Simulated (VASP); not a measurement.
# BN (F-43m) in VASP: a series of runs, part 2 of 2

VASP 6.6.1. The steps go on from the part before.

## (4) Single point, LDA

This run uses another cell than the first one, of 5.75 Å³/atom, 0.974 times its volume.

The input, INCAR:

```
SYSTEM = BN
PREC = Accurate ; ENCUT = 520
EDIFF = 1E-7 ; ISMEAR = 0
SIGMA = 0.02 ; LREAL = .False.
LASPH = .True. ; NELM = 80
ALGO = Fast ; ISIF = 2
LWAVE = .False. ; LCHARG = .False.
NBANDS = 11
```

The input, KPOINTS:

```
Automatic mesh
0
Gamma
  14 14 14
  0 0 0
```

The input, POSCAR:

```
BN                                      
1.0
    0.0000000000      1.7918188094      1.7918188094
    1.7918188094      0.0000000000      1.7918188094
    1.7918188094      1.7918188094      0.0000000000
  B               N             
     1     1
Direct
     0.0000000000000000    0.0000000000000000    0.0000000000000000
     0.2500000000000000    0.2500000000000000    0.2500000000000000
```

Potentials or basis: VASP PAW LDA potentials, release 64 (B, N).

Started as:

```
$ cat potpaw_LDA.64/B/POTCAR potpaw_LDA.64/N/POTCAR > POTCAR
$ mpirun -np 1 vasp_std > vasp.out
```

OUTCAR:

```text
SYSTEM = BN
   PREC = Accurate
   ENCUT = 520
   EDIFF = 1E-7
   ISMEAR = 0
   LREAL = .False.
   LASPH = .True.
   NELM = 80
   ISIF = 2

 ion  position               nearest neighbor table
   1  0.000  0.000  0.000-   2 1.55   2 1.55   2 1.55   2 1.55
   2  0.250  0.250  0.250-   1 1.55   1 1.55   1 1.55   1 1.55

  LATTYP: Found a face centered cubic cell.
 ALAT       =     3.5836376188

  Lattice vectors:

 A1 = (   0.0000000000,   1.7918188094,   1.7918188094)
 A2 = (   1.7918188094,   0.0000000000,   1.7918188094)
 A3 = (   1.7918188094,   1.7918188094,   0.0000000000)

Analysis of symmetry for initial positions (statically):
=====================================================================
 Subroutine PRICEL returns:
 Original cell was already a primitive cell.

 Routine SETGRP: Setting up the symmetry group for a
 face centered cubic supercell.

 Subroutine GETGRP returns: Found 24 space group operations
 (whereof 24 operations were pure point group operations)
 out of a pool of 48 trial point group operations.

The static configuration has the point symmetry T_d .

Analysis of symmetry for dynamics (positions and initial velocities):
=====================================================================
 Subroutine PRICEL returns:
 Original cell was already a primitive cell.

 Routine SETGRP: Setting up the symmetry group for a
 face centered cubic supercell.

 Subroutine GETGRP returns: Found 24 space group operations
 (whereof 24 operations were pure point group operations)
 out of a pool of 48 trial point group operations.

The dynamic configuration has the point symmetry T_d .

 Subroutine INISYM returns: Found 24 space group operations
 (whereof 24 operations are pure point group operations),
 and found     1 'primitive' translations

----------------------------------------------------------------------------------------

                                     Primitive cell

  volume of cell :      11.5057

  direct lattice vectors                    reciprocal lattice vectors
     0.000000000  1.791818809  1.791818809    -0.279046072  0.279046072  0.279046072
     1.791818809  0.000000000  1.791818809     0.279046072 -0.279046072  0.279046072
     1.791818809  1.791818809  0.000000000     0.279046072  0.279046072 -0.279046072

  length of vectors
     2.534014462  2.534014462  2.534014462     0.483321974  0.483321974  0.483321974

  position of ions in fractional coordinates (direct lattice)
     0.000000000  0.000000000  0.000000000
     0.250000000  0.250000000  0.250000000

  ion indices of the primitive-cell ions
   primitive index   ion index
                 1           1
                 2           2

----------------------------------------------------------------------------------------

 KPOINTS: Automatic mesh

Automatic generation of k-mesh.
 Grid dimensions read from file:
 generate k-points for:   14   14   14

 Generating k-lattice:

  Cartesian coordinates                     Fractional coordinates (reciprocal lattice)
    -0.019931862  0.019931862  0.019931862     0.071428571  0.000000000  0.000000000
     0.019931862 -0.019931862  0.019931862     0.000000000  0.071428571  0.000000000
     0.019931862  0.019931862 -0.019931862     0.000000000  0.000000000  0.071428571

  Length of vectors
     0.034522998  0.034522998  0.034522998

  Shift w.r.t. Gamma in fractional coordinates (k-lattice)
     0.000000000  0.000000000  0.000000000
[... 35 lines left out ...]
   total plane-waves  NPLWV =   8000
   dimension x,y,z NGX =    20 NGY =   20 NGZ =   20
   dimension x,y,z NGXF=    40 NGYF=   40 NGZF=   40
   ions per type =               1   1
   NGX,Y,Z   is equivalent  to a cutoff of  13.12, 13.12, 13.12 a.u.
   NGXF,Y,Z  is equivalent  to a cutoff of  26.24, 26.24, 26.24 a.u.
 SYSTEM =  BN
   PREC   = accura    normal or accurate (medium, high low for compatibility)
   ISTART =      0    job   : 0-new  1-cont  2-samecut
   ICHARG =      2    charge: 1-file 2-atom 10-const
   ISPIN  =      1    spin polarized calculation?
   LNONCOLLINEAR =      F non collinear calculations
   LSORBIT =      F    spin-orbit coupling
   LASPH  =      T    aspherical Exc in radial PAW
   ENCUT  =  520.0 eV  38.22 Ry    6.18 a.u.   4.71  4.71  4.71*2*pi/ulx,y,z
   NELM   =     80;   NELMIN=  2; NELMDL= -5     # of ELM steps
   EDIFF  = 0.1E-06   stopping-criterion for ELM
   LREAL  =      F    real-space projection
   EDIFFG = 0.1E-05   stopping-criterion for IOM
   NSW    =      0    number of steps for IOM
   IBRION =     -1    ionic relax: 0-MD 1-quasi-New 2-CG
   NFREE  =      0    steps in history (QN), initial steepest desc. (CG)
   ISIF   =      2    stress and relaxation
   ISYM   =      2    0-nonsym 1-usesym 2-fastsym
   POTIM  = 0.5000    time-step for ionic-motion
   TEBEG  =    0.0;   TEEND  =   0.0 temperature during run
   PSTRESS=    0.0 pullay stress
   NELECT =       8.0000    total number of electrons
   NUPDOWN=      -1.0000    fix difference up-down
   EMIN   =  10.00;   EMAX   =-10.00  energy-range for DOS
   EFERMI =   0.00;   METHOD = LEGACY
   ISMEAR =     0;   SIGMA  =   0.02  broadening in eV -4-tet -1-fermi 0-gaus
   EFERMI_NEDOS =   21; number of points for ismear=-14 and -15
   IALGO  =     68    algorithm
   IMIX   =      4    mixing-type and parameters
     AMIX     =   0.40;   BMIX     =  1.00
     AMIX_MAG =   1.60;   BMIX_MAG =  1.00
  volume/ion in A,a.u.               =       5.75        38.82
  Fermi-wavevector in a.u.,A,eV,Ry     =   1.450332  2.740730 28.619347  2.103463
  Thomas-Fermi vector in A             =   2.567956
   LORBIT       =      0    0 simple, 1 ext, 2 COOP (PROOUT), +10 PAW based schemes
   GGA     = CA    functional components
   LHFCALC =     F    Hartree Fock is set to
   AEXX    =    0.0000 exact exchange contribution
   IVDW    =     0    specifies the selected vdW correction
   LEPSILON=     F    determine dielectric tensor
   LRPA    =     F    only Hartree local field effects (RPA)
 non-spin polarized calculation
 RMM-DIIS sequential band-by-band and
 Gauss-broadening in eV      SIGMA  =   0.02
  energy-cutoff  :      520.00
  volume of cell :       11.51
 maximum number of plane-waves:       331
   NGX =  9   NGY =  9   NGZ =  9

 number of electron       7.9999999 magnetization

 Free energy of the ion-electron system (eV)
  ---------------------------------------------------
  ext. energy  EPLUGINS =         0.00000000
  ---------------------------------------------------
  free energy    TOTEN  =       -19.41393868 eV

  energy without entropy =      -19.41393868  energy(sigma->0) =      -19.41393868

 E-fermi :   7.9559     XC(G=0): -13.2309

 val. band max:        7.7197705043   @ k =   0.0000   0.0000   0.0000
 cond. band min:      12.0936259875   @ k =   0.5000   0.5000   0.0000
 fundamental gap:      4.3738554832
 Fermi energy:         7.9558634983

 k-point     1 :       0.0000    0.0000    0.0000
  band No.  band energies     occupation
      1     -12.6491      2.00000
      2       7.7198      2.00000
      3       7.7198      2.00000
      4       7.7198      2.00000
      5      16.5258      0.00000
      6      16.5258      0.00000
      7      16.5258      0.00000
      8      18.5870      0.00000
      9      32.7057      0.00000
     10      35.8306      0.00000
     11      35.8312      0.00000
[... 309 lines left out ...]
 k-point    24 :       0.2857    0.1429    0.0000
  band No.  band energies     occupation
      1     -10.8354      2.00000
      2       2.6230      2.00000
      3       5.2937      2.00000
      4       5.8372      2.00000
      5      15.9875      0.00000
      6      19.5960      0.00000
      7      19.9367      0.00000
      8      20.7259      0.00000
      9      27.1035      0.00000
     10      34.2202      0.00000
     11      35.3456      0.00000

 [... further k-points ...]

------------------------ aborting loop because EDIFF is reached ----------------------------------------

  FORCE on cell =-STRESS in cart. coord.  units (eV):
  Direction    XX          YY          ZZ          XY          YZ          ZX
  --------------------------------------------------------------------------------------
  -------------------------------------------------------------------------------------
  Total       -0.0042020     -0.0042020     -0.0042020      0.0000000      0.0000000     -0.0000000
  in kB       -0.5851384     -0.5851384     -0.5851384      0.0000000      0.0000000     -0.0000000
  external PRESSURE =      -0.5851384 kB  Pullay stress =       0.0000000 kB

 VOLUME and BASIS-vectors are now :
 -----------------------------------------------------------------------------
  energy-cutoff  :      520.00
  volume of cell :       11.51
      direct lattice vectors                 reciprocal lattice vectors
     0.000000000  1.791818809  1.791818809    -0.279046072  0.279046072  0.279046072
     1.791818809  0.000000000  1.791818809     0.279046072 -0.279046072  0.279046072
     1.791818809  1.791818809  0.000000000     0.279046072  0.279046072 -0.279046072

 POSITION                                       TOTAL-FORCE (eV/Angst)
 -----------------------------------------------------------------------------------
      0.00000      0.00000      0.00000        -0.000000     -0.000000     -0.000000
      0.89591      0.89591      0.89591         0.000000      0.000000      0.000000
 -----------------------------------------------------------------------------------
    total drift:                               -0.000000     -0.000000     -0.000000

  FREE ENERGIE OF THE ION-ELECTRON SYSTEM (eV)
  ---------------------------------------------------
  free  energy   TOTEN  =       -19.4139386816 eV

  energy  without entropy=      -19.4139386816  energy(sigma->0) =      -19.41393868
```

stdout:

```text
POSCAR found type information on POSCAR B N
 POSCAR found :  2 types and       2 ions
 scaLAPACK will be used
 LDA part: xc-table for (Slater(with rela. corr.)+CA(PZ))
 , standard interpolation
 POSCAR, INCAR and KPOINTS ok, starting setup
 FFT: planning ... GRIDC
 FFT: planning ... GRID_SOFT
 FFT: planning ... GRID
 WAVECAR not read
 entering main loop
```

Wall time 13 s (1 thread of AMD EPYC 7R13 (Zen 3), shared host); peak memory 0.09 GiB.

What came out:

```
Free energy            : -19.4139 eV
Pressure               : -0.1 GPa
Band gap on the k mesh : 4.37 eV, indirect (least direct gap 8.81 eV)
```

Levels at points of the mesh, in eV from the valence-band top:
| k point | band 1 | band 2 | band 3 | band 4 | band 5 | band 6 | band 7 | band 8 |
| --- | --- | --- | --- | --- | --- | --- | --- | --- |
| (0.00, 0.00, 0.00) | -20.37 | 0.00 | 0.00 | 0.00 | 8.81 | 8.81 | 8.81 | 10.87 |
| (0.50, 0.00, 0.00) | -15.96 | -10.96 | -2.00 | -2.00 | 10.55 | 10.71 | 10.71 | 15.28 |
| (0.50, 0.50, 0.00) | -14.55 | -9.06 | -5.06 | -5.06 | 4.37 | 9.29 | 18.10 | 18.10 |

## (5) Single point, LDA (a relaxed cell with its volume scaled by 0.97)

INCAR is that of step 4.

KPOINTS is that of step 4.

The input, POSCAR:

```
BN                                      
1.0
    0.0000000000      1.7737183920      1.7737183920
    1.7737183920      0.0000000000      1.7737183920
    1.7737183920      1.7737183920      0.0000000000
  B               N             
     1     1
Direct
     0.0000000000000000    0.0000000000000000    0.0000000000000000
     0.2500000000000000    0.2500000000000000    0.2500000000000000
```

Potentials or basis: VASP PAW LDA potentials, release 64 (B, N).

Started as:

```
$ cat potpaw_LDA.64/B/POTCAR potpaw_LDA.64/N/POTCAR > POTCAR
$ mpirun -np 1 vasp_std > vasp.out
```

OUTCAR:

```text
SYSTEM = BN
   PREC = Accurate
   ENCUT = 520
   EDIFF = 1E-7
   ISMEAR = 0
   LREAL = .False.
   LASPH = .True.
   NELM = 80
   ISIF = 2

 ion  position               nearest neighbor table
   1  0.000  0.000  0.000-   2 1.54   2 1.54   2 1.54   2 1.54
   2  0.250  0.250  0.250-   1 1.54   1 1.54   1 1.54   1 1.54

  LATTYP: Found a face centered cubic cell.
 ALAT       =     3.5474367840

  Lattice vectors:

 A1 = (   0.0000000000,   1.7737183920,   1.7737183920)
 A2 = (   1.7737183920,   0.0000000000,   1.7737183920)
 A3 = (   1.7737183920,   1.7737183920,   0.0000000000)

[... 522 lines left out ...]

  FORCE on cell =-STRESS in cart. coord.  units (eV):
  Direction    XX          YY          ZZ          XY          YZ          ZX
  --------------------------------------------------------------------------------------
  -------------------------------------------------------------------------------------
  Total        0.8983084      0.8983084      0.8983084      0.0000000     -0.0000000     -0.0000000
  in kB      128.9591136    128.9591136    128.9591136      0.0000000     -0.0000000     -0.0000000
  external PRESSURE =     128.9591136 kB  Pullay stress =       0.0000000 kB

 VOLUME and BASIS-vectors are now :
 -----------------------------------------------------------------------------
  energy-cutoff  :      520.00
  volume of cell :       11.16
      direct lattice vectors                 reciprocal lattice vectors
     0.000000000  1.773718392  1.773718392    -0.281893677  0.281893677  0.281893677
     1.773718392  0.000000000  1.773718392     0.281893677 -0.281893677  0.281893677
     1.773718392  1.773718392  0.000000000     0.281893677  0.281893677 -0.281893677

 POSITION                                       TOTAL-FORCE (eV/Angst)
 -----------------------------------------------------------------------------------
      0.00000      0.00000      0.00000        -0.000000      0.000000     -0.000000
      0.88686      0.88686      0.88686         0.000000     -0.000000      0.000000
 -----------------------------------------------------------------------------------
    total drift:                               -0.000000     -0.000000     -0.000000

  FREE ENERGIE OF THE ION-ELECTRON SYSTEM (eV)
  ---------------------------------------------------
  free  energy   TOTEN  =       -19.3998818347 eV

  energy  without entropy=      -19.3998818347  energy(sigma->0) =      -19.39988183
```

OSZICAR:

```text
N       E                     dE             d eps       ncg     rms          rms(c)
DAV:   1     0.751731551253E+01    0.75173E+01   -0.50621E+03  2363   0.729E+02
DAV:   2    -0.202286688871E+02   -0.27746E+02   -0.26959E+02  2712   0.154E+02
DAV:   3    -0.206392104167E+02   -0.41054E+00   -0.40971E+00  2699   0.157E+01
DAV:   4    -0.206395984645E+02   -0.38805E-03   -0.38804E-03  2465   0.599E-01
DAV:   5    -0.206395988029E+02   -0.33847E-06   -0.33845E-06  2621   0.167E-02    0.682E+00
RMM:   6    -0.195639315460E+02    0.10757E+01   -0.74311E-01  2288   0.604E+00    0.328E+00
RMM:   7    -0.194321916364E+02    0.13174E+00   -0.71569E-02  2337   0.211E+00    0.180E+00
RMM:   8    -0.194001970010E+02    0.31995E-01   -0.19672E-02  2403   0.103E+00    0.206E-01
RMM:   9    -0.194000085049E+02    0.18850E-03   -0.10380E-03  2501   0.304E-01    0.911E-02
RMM:  10    -0.193998811583E+02    0.12735E-03   -0.15005E-04  2540   0.104E-01    0.170E-02
RMM:  11    -0.193998856600E+02   -0.45017E-05   -0.98420E-06  2609   0.295E-02    0.183E-02
RMM:  12    -0.193998818555E+02    0.38046E-05   -0.51049E-06  2598   0.167E-02    0.151E-03
RMM:  13    -0.193998818347E+02    0.20749E-07   -0.88281E-08  2167   0.284E-03
   1 F= -.19399882E+02 E0= -.19399882E+02  d E =-.574807E-65
```

Wall time 12 s (1 thread of AMD EPYC 7R13 (Zen 3), shared host); peak memory 0.09 GiB.

Results:

```yaml
Free_energy: -19.3999 eV
Pressure: 12.9 GPa
Band_gap_on_the_k_mesh: 4.41 eV, indirect (least direct gap 8.95 eV)
```

Levels at points of the mesh, in eV from the valence-band top:
```csv
k point,band 2,band 3,band 4,band 5,band 6,band 7
"(0.00, 0.00, 0.00)",0.00,0.00,0.00,8.95,8.95,8.95
"(0.50, 0.00, 0.00)",-11.24,-2.06,-2.06,10.87,10.87,10.96
"(0.50, 0.50, 0.00)",-9.26,-5.21,-5.21,4.41,9.46,18.58
```

A k mesh can miss the band edges.

## (6) The runs side by side

| task | cell | gap on the mesh (eV) | pressure (GPa) |
| --- | --- | --- | --- |
| relaxation of cell and atoms | relaxed | 4.37 | -0.1 |
| single point | as given | 4.37 | -0.1 |
| single point | a relaxed cell with its volume scaled by 0.97 | 4.41 | 12.9 |

Alike in all rows: level LDA; potentials or basis VASP PAW LDA potentials, release 64 (B, N); no spin polarisation; k mesh 14 × 14 × 14; cutoff (eV) 520; smearing gaussian 0.02 eV.

Caveats: the relaxation stopped at its first step, so nothing moved (some runs).

Total energies depend on the potentials used, so only differences within one code and one set of settings carry meaning.

## (7) How close it comes

Step 4. A measured gap of BN is 6.4 eV (indirect; 300 K; a printed reference work, monograph); the calculated 4.37 eV misses it by -2.03 eV. The value is that of LDA on a finite k mesh, which can miss the band edges, without temperature or zero-point motion. Semilocal functionals fall short of measured gaps as a rule.
